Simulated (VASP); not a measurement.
# Li: convergence, density of states

Li, Im-3m (no. 229), 1 atom in the cell. PBE; PAW potentials Li_sv (PBE set). VASP 6.6.1.

Wanted: density of states by 0.5 eV bins within 8 %; centre of the states within 12 eV below the valence top within 0.03 eV; states at the Fermi level within 8 %.

What the run is for: density of states; Accuracy asked: standard; k mesh of the density: 12 × 12 × 12.

POSCAR:
```
Li
1.0
   -1.7546500000      1.7546500000      1.7546500000
    1.7546500000     -1.7546500000      1.7546500000
    1.7546500000      1.7546500000     -1.7546500000
Li
1
Direct
    0.0000000000      0.0000000000      0.0000000000
```

The series start from Plane-wave cutoff (eV): 580; k-point mesh: 15 × 15 × 15; Energy points (NEDOS): 2001; Occupations for the DOS: ISMEAR=-5; Electronic threshold (eV): 1e-6; Precision mode (PREC): Accurate. Each series keeps the choices made before it, and each single choice may use up half of a tolerance. Times cover all steps of a run.

## Plane-wave cutoff (eV)

| Plane-wave cutoff (eV) | Density of states by 0.5 eV bins, largest deviation against the largest value | Centre of the states within 12 eV below the valence top (eV) | States at the Fermi level (states/eV/atom) | Time (s) |
|---|---|---|---|---|
| 400 | 7.6 % | -1.325 | 0.5259 | 11 |
| 500 | 0.66 % | -1.354 | 0.5103 | 12 |
| 580 | 0.47 % | -1.354 | 0.51 | 13 |
| 650 | 0.35 % | -1.355 | 0.5095 | 24 |
| 800 (reference) | 0 % | -1.358 | 0.5081 | 30 |

Chosen: 500, the loosest value from which every tighter one stays within half of the tolerance.

## k-point mesh

| k-point mesh | Density of states by 0.5 eV bins, largest deviation against the largest value | Centre of the states within 12 eV below the valence top (eV) | States at the Fermi level (states/eV/atom) | Time (s) |
|---|---|---|---|---|
| 6 × 6 × 6 | 55 % | -1.242 | 0.77 | 7.5 |
| 8 × 8 × 8 | 33 % | -1.306 | 0.5625 | 7.9 |
| 10 × 10 × 10 | 15 % | -1.327 | 0.5376 | 9.3 |
| 12 × 12 × 12 | 8.5 % | -1.347 | 0.5177 | 11 |
| 15 × 15 × 15 | 4.9 % | -1.354 | 0.5103 | 12 |
| 17 × 17 × 17 | 3.6 % | -1.356 | 0.503 | 15 |
| 22 × 22 × 22 | 1.2 % | -1.367 | 0.4901 | 24 |
| 26 × 26 × 26 | 0.64 % | -1.367 | 0.4891 | 34 |
| 32 × 32 × 32 (reference) | 0 % | -1.367 | 0.4869 | 59 |

Chosen: 17 × 17 × 17.

## Energy points (NEDOS)

| Energy points (NEDOS) | Density of states by 0.5 eV bins, largest deviation against the largest value | Centre of the states within 12 eV below the valence top (eV) | States at the Fermi level (states/eV/atom) | Time (s) |
|---|---|---|---|---|
| 301 | 1.8 % | -1.374 | 0.5019 | 14 |
| 501 | 0.36 % | -1.372 | 0.501 | 14 |
| 1001 | 0.029 % | -1.356 | 0.505 | 14 |
| 2001 | 0.058 % | -1.356 | 0.503 | 15 |
| 4001 (reference) | 0 % | -1.356 | 0.502 | 14 |

Chosen: 1001.

## Occupations for the DOS

| Occupations for the DOS | Density of states by 0.5 eV bins, largest deviation against the largest value | Centre of the states within 12 eV below the valence top (eV) | States at the Fermi level (states/eV/atom) | Time (s) |
|---|---|---|---|---|
| ISMEAR=-5 | 0 % | -1.356 | 0.505 | 14 |
| ISMEAR=-4 | 0 % | -1.356 | 0.505 | 14 |
| ISMEAR=0 SIGMA=0.05 | 7.5 % | -1.385 | 0.5808 | 12 |
| ISMEAR=0 SIGMA=0.1 | 7.9 % | -1.385 | 0.5752 | 13 |
| ISMEAR=-15 SIGMA=0.025 | 0.072 % | -1.355 | 0.505 | 15 |
| ISMEAR=1 SIGMA=0.1 | 8 % | -1.386 | 0.6004 | 12 |

Chosen: ISMEAR=-5; no other choice that stays within half of the tolerance saves 30 % of the time.

## Electronic threshold (eV)

| Electronic threshold (eV) | Density of states by 0.5 eV bins, largest deviation against the largest value | Centre of the states within 12 eV below the valence top (eV) | States at the Fermi level (states/eV/atom) | Time (s) |
|---|---|---|---|---|
| 0.001 | 0.029 % | -1.355 | 0.5053 | 12 |
| 0.0001 | 0.014 % | -1.356 | 0.505 | 13 |
| 1e-5 | 0.014 % | -1.356 | 0.505 | 13 |
| 1e-6 (reference) | 0 % | -1.356 | 0.505 | 14 |

Chosen: 0.001.

## Precision mode (PREC)

| Precision mode (PREC) | Density of states by 0.5 eV bins, largest deviation against the largest value | Centre of the states within 12 eV below the valence top (eV) | States at the Fermi level (states/eV/atom) | Time (s) |
|---|---|---|---|---|
| Normal | 0.043 % | -1.355 | 0.5054 | 10 |
| Accurate (reference) | 0 % | -1.355 | 0.5053 | 12 |

Chosen: Normal.

## All choices together

| Input | Density of states by 0.5 eV bins, largest deviation against the largest value | Centre of the states within 12 eV below the valence top (eV) | States at the Fermi level (states/eV/atom) | Time (s) |
|---|---|---|---|---|
| defaults for smearing, thresholds and mesh (naive) | 41 % | -1.551 | 1.011 | 6.7 |
| chosen settings | 3.9 % | -1.355 | 0.5054 | 10 |
| reference settings throughout | 0 % | -1.372 | 0.4842 | 105 |

The tolerance is met.

## The input

INCAR.step1:
```
  ALGO = Normal
  EDIFF = 0.001
  ENCUT = 500
  GGA = PE
  GGA_COMPAT = False
  ISMEAR = 1
  LASPH = True
  LCHARG = True
  LREAL = False
  LWAVE = False
  NBANDS = 16
  NELM = 120
  PREC = Normal
  SIGMA = 0.1
```

INCAR.step2, as INCAR.step1 but for:
```
- ISMEAR = 1
- LCHARG = True
- SIGMA = 0.1
+ EMAX = 8.4535
+ EMIN = -16.5465
+ ICHARG = 11
+ ISMEAR = -5
+ LCHARG = False
+ LORBIT = 11
+ NEDOS = 1001
```

KPOINTS.step1:
```
k-points
0
Gamma
  12 12 12
```

KPOINTS.step2:
```
Automatic mesh
0
Gamma
  17 17 17
  0 0 0
```

Commands (each step's output is kept before the next begins):
```
cat potpaw_PBE.64/Li_sv/POTCAR > POTCAR
cp INCAR.step1 INCAR
cp KPOINTS.step1 KPOINTS
mpirun -np 1 vasp_std > vasp.out
cp INCAR.step2 INCAR
cp KPOINTS.step2 KPOINTS
mpirun -np 1 vasp_std > vasp.out
```

The chosen input took VASP 6.6.1 10 s on 1 core (Intel Xeon 6975P-C (Granite Rapids)), a shared host.

## An input that fails: tetrahedra on too few k points

VASP's message: IBZKPT: tetrahedron method fails for NKPT<4. NKPT = 1.

k mesh: 15 × 15 × 15 becomes 1 × 1 × 1.

Changes against the starting input:
```
(step 2)
- NELM = 120
+ NELM = 61
```
